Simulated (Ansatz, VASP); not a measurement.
## One calculation of TiB, two programs

```
Ti B
1.0
     0.00000    2.11491    2.11491
     2.11491    0.00000    2.11491
     2.11491    2.11491    0.00000
Ti B
1 1
Direct
  0.75000 0.75000 0.75000
  0.00000 0.00000 0.00000
```

Change from the starting cell: volume scaled by 1.02.

Alike in both runs: task single point; functional LDA; k mesh 13 × 13 × 13; occupations fermi-dirac, width 0.05 eV; no spin polarisation.

```csv
,VASP,Ansatz
version,VASP 6.6.1,Ansatz 0.2.0
potentials or method,"VASP PAW LDA potentials, release 64 (Ti_sv, B), cutoff 520 eV","all-electron LAPW, scalar-relativistic"
```

|  | VASP | Ansatz | Ansatz less VASP |
| --- | --- | --- | --- |
| pressure (GPa) | 97.5 | 97.5 | 0.00 |

Ansatz ran all-electron here, so the differences hold the error of VASP's frozen core and of both bases.

Caveats: the cell as given lies far from equilibrium; so large a pressure means that the cell lies far from this level's equilibrium, or that cutoff or potentials fall short (VASP).
